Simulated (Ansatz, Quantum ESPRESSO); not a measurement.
# C (diamond): bulk modulus from a few volumes

How stiff is diamond C under hydrostatic load? Each row relaxes cell and atoms at a set pressure. The phase is followed to these pressures whether or not it stays the stable one.

Calculated with Quantum ESPRESSO 7.5, PBEsol, GBRV 1.5 ultrasoft potentials, cutoff 680 eV, Fermi–Dirac smearing 0.02 eV, k-mesh 13×13×13, no spin polarisation, no spin-orbit coupling.

The series also meant to hold −4 (pressure); those runs didn't finish, missed their thresholds or give no value for this table.

Reference cell, relaxed at zero pressure with PBEsol (Fd-3m): a = 2.5137 Å, b = 2.5137 Å, c = 2.5137 Å, α = 60.00°, β = 60.00°, γ = 60.00°.

```
atom       x       y       z
   C  0.5000  0.5000  0.5000
   C  0.7500  0.7500  0.7500
```

```csv
V (Å³/atom),V/V0,P (GPa),E − E0 (meV/atom)
5.4962,0.9787,9.980,3.7
5.4409,0.9689,14.979,8.0
5.3888,0.9596,19.893,13.7
5.2889,0.9418,29.935,29.3
```

V0 = 5.6157 Å³ an atom, where the residual pressure P0 is −0.051 GPa. **Question.** Fit the Birch–Murnaghan law and give the pressure and the energy at V = 5.5535 Å³ an atom, a row left out above.

With the Eulerian strain f = ½[(V0/V)^(2/3) − 1] and F = (P − P0)/[3f(1 + 2f)^(5/2)], the third-order law is the line F = B0 + (3/2) B0 (B′ − 4) f.

| f | F (GPa) |
| --- | --- |
| 0.02039 | 443.59 |
| 0.01394 | 445.27 |
| 0.01065 | 446.17 |
| 0.00722 | 446.72 |

A straight line through the 4 rows: the means are 0.01305 for f and 445.44 for F, Σ(Δx)² = 9.442e−05 and ΣΔxΔy = −0.02294, so the slope is −0.02294/9.442e−05 = −243.02 and the intercept 445.44 − (−243.02)(0.01305) = 448.61.

Hence B0 = 448.6 GPa and B′ = 4 + (−243.0)/(1.5 × 448.6) = 3.64. For the withheld volume f = 0.00373, F = 447.70 GPa and P = 5.05 GPa, an extrapolation past the fitted rows. The run itself gives 5.04 GPa, so the estimate misses by 0.01 GPa, a rounding's worth.

Integrating the same law gives E − E0 = (9/2) B0 V0 f²[1 + (B′ − 4) f] + P0(V0 − V), with 1 GPa Å³ = 6.2415 meV: 1.0 meV an atom. The run itself gives 1.0 meV, so the estimate misses by 0.0 meV, a rounding's worth.

The same fit over all rows at other levels or in other programs gives B0 = 450 GPa with PBEsol (Ansatz).

Measured bulk modulus: 441.8 GPa (pmc:5324052), against 449 GPa here (+2 %).

The calculation is for a static lattice, while measurements hold thermal and zero-point motion.

[Logs are printed without paths, hosts, clocks, repeated set-up lines and the standing remarks that a program may print on its own settings, such as how far it seeks lower states.]
